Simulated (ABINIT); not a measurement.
Here is an ABINIT 10.8.3 (patched build) calculation.

The input run.abi:

```
# Pseudopotentials
pp_dirpath "./"
pseudos "Pt.upf, S.upf"

# Structure
acell 3*1.0 Angstrom
rprim
     3.5432000000     0.0000000000     0.0000000000
    -1.7716000000     3.0685012107     0.0000000000
     0.0000000000     0.0000000000     5.0388000000
ntypat 2
znucl 78 16
natom 3
typat 1 2 2
chkprim 0
chksymtnons 0
tolsym 1.0e-6
xred
            0.0            0.0            0.0
            2/3            1/3   0.7730000000
            1/3            2/3   0.2270000000

# Plane-wave basis
ecut 1088.455450 eV
ecutsm 0.5

# k points
kptopt 1
ngkpt 7 7 4
nshiftk 1
shiftk 0.0 0.0 0.0

# Exchange and correlation
ixc 7

# Bands and occupations
nband 19
occopt 3
tsmear 0.00183747

# SCF cycle
nstep 80
tolvrs 1.0e-12

# Output
iomode 3
prteig 0
prtebands 0
prtwf 0
prtden 0

# Relaxation
ionmov 2
optcell 2
ntime 50
tolmxf 2.0e-5
dilatmx 1.08
```

Potentials or basis: PseudoDojo NC SR LDA v0.4.1 standard.

The run is started by

```sh
$ mpirun --bind-to none -np 4 abinit run.abi > log 2>&1
```

Problem. Predict the relaxed volume.

Solution. 16.51 Å³/atom.

Problem. Estimate the band gap on the k mesh.

Solution. None (metal or under the smearing width).

The path:
```tsv
step	energy change (eV)	largest force (eV/Å)	pressure (GPa)	volume (Å³)
1	0.0000	0.7865	3.40	54.78
2	-0.0185	0.5217	1.06	55.36
3	-0.0279	0.2539	-1.01	55.79
4	-0.0315	0.1620	-1.45	55.76
5	-0.0398	0.0128	-1.71	55.26
6	-0.0439	0.0393	-1.08	54.67
7	-0.0464	0.0064	-0.18	54.11
8	-0.0487	0.0618	0.51	53.66
9	-0.0544	0.1637	1.70	52.67
10	-0.0648	0.3046	3.44	50.80
11	-0.0758	0.3716	4.31	49.10
12	-0.0870	0.2462	2.67	48.59
13	-0.0937	0.0319	-0.50	49.89
14	-0.0945	0.0131	-0.01	49.55
15	-0.0945	0.0004	0.01	49.52
16	-0.0945	0.0001	0.00	49.53
```

The run has no spin-orbit coupling, so splittings on Pt are missing. LDA usually gives volumes a few per cent too small.
